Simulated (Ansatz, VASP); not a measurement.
HfO2: VASP beside Ansatz

```xyz
6
Lattice="3.4570 0.0000 0.0000 0.0000 3.4570 0.0000 0.0000 0.0000 4.9067" Properties=species:S:1:pos:R:3 pbc="T T T"
Hf    1.7285    1.7285    2.4534
Hf    0.0000    0.0000    0.0000
O     0.0000    1.7285    3.5776
O     1.7285    0.0000    3.7825
O     1.7285    0.0000    1.3291
O     0.0000    1.7285    1.1242
```

Alike in both runs: task single point; functional PBE; k mesh 8 × 8 × 6; occupations gaussian, width 0.02 eV; no spin polarisation.

|  | VASP | Ansatz |
| --- | --- | --- |
| version | VASP 6.6.1 | Ansatz 0.2.0 |
| potentials or method | VASP PAW PBE potentials, release 64 (Hf_pv, O) | scalar-relativistic, plane waves, PAW |
| plane-wave cutoff (eV) | 520 | 420 |
| valence electrons in the cell | 44 | 76 |

```csv
,VASP,Ansatz,Ansatz less VASP
gap on the k mesh at the Fermi level (eV),4.40,4.35,-0.053
least direct gap on the mesh (eV),4.46,4.41,-0.045
```

With one functional, cell and mesh, what is left measures potentials, basis and numerics. The two sets of potentials don't hold the same shells in valence.

Caveats: spin-orbit coupling is left out, which moves the levels of the heavy elements. A k mesh can miss the band edges. A hybrid or GW would open this gap; PBE tends to underestimate it.
